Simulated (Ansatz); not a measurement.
## C2H6O2 (SMILES OCCO): methods side by side

The species is C2H6O2 (10 atoms), meant as a singlet with charge 0. SMILES: `OCCO`. Geometry: relaxed at PBE0-D4/def2-TZVP. This is one conformer, not always the lowest.

Quantity: the atomisation enthalpy at 298 K, in kJ/mol. The values are calculated. The thermal term (zero-point and 298 K enthalpy, harmonic and unscaled) is that of PBE0-D4/def2-TZVP; the spin-orbit lowering of the free atoms at 298 K, 0.8 kJ/mol by their spectra, is taken off.

Measured value to compare with: Active Thermochemical Tables gives the atomisation enthalpy at 298 K of the gas as 3630 kJ/mol.

```json
{"level": "HF/6-31G* (spherical functions)", "kind": "Hartree–Fock", "program": "Ansatz", "value (kJ/mol)": "2458", "computed − measured": "-1172", "CPU time (all runs)": "1.6 s"}
{"level": "B3LYP/6-31G* (spherical functions)", "kind": "global hybrid", "program": "Ansatz", "value (kJ/mol)": "3566", "computed − measured": "-64", "CPU time (all runs)": "6.6 s"}
{"level": "RPA@PBE/6-31G* (spherical functions)", "kind": "RPA", "program": "Ansatz", "value (kJ/mol)": "3145", "computed − measured": "-485", "CPU time (all runs)": "3.4 s"}
{"level": "MP2/6-31G* (spherical functions)", "kind": "perturbation theory", "program": "Ansatz", "value (kJ/mol)": "3299", "computed − measured": "-331", "CPU time (all runs)": "1.8 s"}
{"level": "CCSD/6-31G* (spherical functions)", "kind": "coupled cluster or CI", "program": "Ansatz", "value (kJ/mol)": "3210", "computed − measured": "-420", "CPU time (all runs)": "8.1 s"}
```

Nearest: B3LYP/6-31G* (spherical functions) (-64 kJ/mol); farthest: HF/6-31G* (spherical functions) (-1172 kJ/mol). Computed less measured by kind, in kJ/mol (of the ab initio rows, those in 6-31G*): Hartree–Fock -1172; global hybrid -64; RPA -485; perturbation theory -331; coupled cluster or CI -420. In a finite basis correlated wave-function methods underbind, so their errors here aren't those of the basis-set limit. In so small a basis fixed costs decide the times, and correlated methods can beat functionals. CPU times are rough (shared hosts, several kinds of processor and program).
